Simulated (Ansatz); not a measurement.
The system is BP.

```
P B
1.0
     0.00000    2.26900    2.26900
     2.26900    0.00000    2.26900
     2.26900    2.26900    0.00000
P B
1 1
Direct
  0.75000 0.75000 0.75000
  0.00000 0.00000 0.00000
```

Base run:

* Program: Ansatz 0.2.0
* Functional: PBEsol
* Potentials or basis: all-electron LAPW, scalar-relativistic
* Cutoff: 281 eV (chosen from the basis error)
* Basis error allowed: 0.001 eV/atom
* k mesh: 10 × 10 × 10
* Occupations: fermi-dirac, width 0.05 eV
* Spin: no spin polarisation

Its results: band gap on the k mesh 1.14 eV, indirect (least direct gap 3.37 eV); pressure -2.0 GPa.

The run is repeated on the same cell with these changes: functional from PBEsol to LDA. What comes out?

Band gap on the k mesh 1.19 eV, indirect (least direct gap 3.38 eV); pressure -5.2 GPa.

LDA binds more tightly than PBEsol, so the same cell stands under less pressure.
